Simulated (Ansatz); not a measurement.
Pressure against volume: KCl

```cif
data_structure
_symmetry_space_group_name_H-M 'Pm-3m'
_symmetry_Int_Tables_number 221
_cell_length_a 3.6340
_cell_length_b 3.6340
_cell_length_c 3.6340
_cell_angle_alpha 90.000
_cell_angle_beta 90.000
_cell_angle_gamma 90.000
_cell_volume 47.99
loop_
_atom_site_label
_atom_site_type_symbol
_atom_site_symmetry_multiplicity
_atom_site_Wyckoff_symbol
_atom_site_fract_x
_atom_site_fract_y
_atom_site_fract_z
_atom_site_occupancy
K1 K 1 a 0.00000 0.00000 0.00000 1
Cl1 Cl 1 b 0.50000 0.50000 0.50000 1
```

The runs use the primitive cell with vectors (3.634, 0.000, 0.000), (0.000, 3.634, 0.000), (0.000, 0.000, 3.634) Å, to which the k mesh refers.

The cell is COD entry 1000050, as deposited and not checked against the literature; nothing was relaxed.

All numbers are computed: DFT, PBE, all-electron LAPW, scalar-relativistic (Ansatz 0.2.0); DFT, PBE, PAW with Ansatz's default frozen-core files, scalar-relativistic (Ansatz 0.2.0).

For LAPW: a Γ-centred 7×7×7 k mesh, Fermi–Dirac smearing of 0.01 eV, basis error target 1 meV/atom, no spin polarisation. PAW takes a cutoff of 420 eV at this cell. The Ansatz runs share mesh, smearing and spin set-up. Plane-wave (PAW) pressures include the program's estimate of the Pulay term.

The cell above is scaled evenly, with fractional coordinates and shape held.

```csv
V/V(cell),V (Å³/atom),"P, LAPW (GPa)","P, PAW (GPa)","gap on the k mesh, LAPW (eV)","free energy over the lowest listed, PAW (meV/atom)"
0.9500,22.795,6.65,6.65,5.91,68.1
0.9750,23.395,5.49,5.48,5.76,45.4
1.0000,23.995,4.46,4.46,5.61,26.8
1.0250,24.595,3.57,3.56,5.48,11.8
1.0500,25.195,2.77,2.77,5.35,0.0
```
